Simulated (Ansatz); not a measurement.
CaS, DFT, PBE, all-electron PAW with datasets made for the crystal, scalar-relativistic (Ansatz 0.2.0), run on 1 thread of Intel(R) Xeon(R) 6975P-C (Granite Rapids) on a shared host.

The cell is COD entry 1011236, as deposited and not checked against the literature; nothing was relaxed. It is an old determination, and later ones may differ. The listed cell was then made from it by scaling, straining or moving an atom.

Command: `ansatz run input.yaml --threads 1 --pin off --max-ram 2048MiB --backend cpu --events-out ev --progress --plain --runs-dir out`

```yaml
crystal:
  lattice:
    - [0.02843, 2.843, 2.843]
    - [2.843, 0.02843, 2.843]
    - [2.87143, 2.87143, 0.0]
  atoms:
    - { symbol: Ca, position: [0.0, 0.0, 0.0] }
    - { symbol: S, position: [0.5, 0.5, 0.5] }
kpoints:
  mp_grid: { grid: [7, 7, 7] }
scf:
  occupations: { method: fermi_dirac, width: 0.01 }
hamiltonian:
  xc: pbe
  pseudopotentials: { kind: all_electron, datasets: crystal }
output:
  forces: true
  stress: true
  eigenvalues: true
  efg: { contact_densities: true }
```

(1) How large is the problem that the program sets up?

(2) About how long does it take, and how much memory does it use?

(3) And the same cell and mesh by all-electron LAPW, asked for forces, stress, eigenvalues, on the same hardware?

Answers

(1) 64 irreducible k-points, 387 plane waves at Γ, 12 bands.

(2) 5 s of wall time for 8 SCF iterations, with a peak of 0.42 GiB. Times on shared machines scatter by tens of per cent.

(3) 9.9 s, peak memory 0.35 GiB.
